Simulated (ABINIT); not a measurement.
Crystal: WC.

```
W C
1.0
     0.00000    2.19268    2.19268
     2.19268    0.00000    2.19268
     2.19268    2.19268    0.00000
W C
1 1
Cartesian
  0.0000 0.0000 0.0000
  2.1927 2.1927 2.1927
```

Measurements of this composition are mostly on another form, of space group No. 187.

| Property | Result |
| --- | --- |
| Program | ABINIT 10.8.3 (patched build) |
| Task | single point |
| Functional | PBEsol |
| Potentials or basis | PseudoDojo NC SR PBEsol v0.4.1 standard |
| Cutoff | 1116 eV |
| k mesh | 10 × 10 × 10 |
| Occupations | fermi-dirac, width 0.05 eV |
| Spin | no spin polarisation |

On this cell: pressure -9.9 GPa; largest force zero by symmetry; band gap on the k mesh none (metal or under the smearing width).

The same run follows on a disturbed copy (atoms moved at random, drawn with an rms of 0.05 Å):

```
W C
1.0
     0.00000    2.19268    2.19268
     2.19268    0.00000    2.19268
     2.19268    2.19268    0.00000
W C
1 1
Direct
  0.98258 0.99518 0.00280
  0.51745 0.50594 0.48678
```

Task: What does the disturbed cell give?

Result: The energy (extrapolated to zero smearing) moves by +19.5 meV/atom; pressure -7.9 GPa; largest force 0.713 eV/Å; band gap on the k mesh none (metal or under the smearing width).

Forces on the atoms (eV/Å):
```
W   -0.077  0.280  0.652
C    0.077 -0.280 -0.652
```

Stress tensor (GPa, compression positive):
```
-9.94 -0.01  0.00
-0.01 -9.12 -0.01
 0.00 -0.01 -4.74
```

Caveats: the highest band is partly filled, so the run has too few bands.
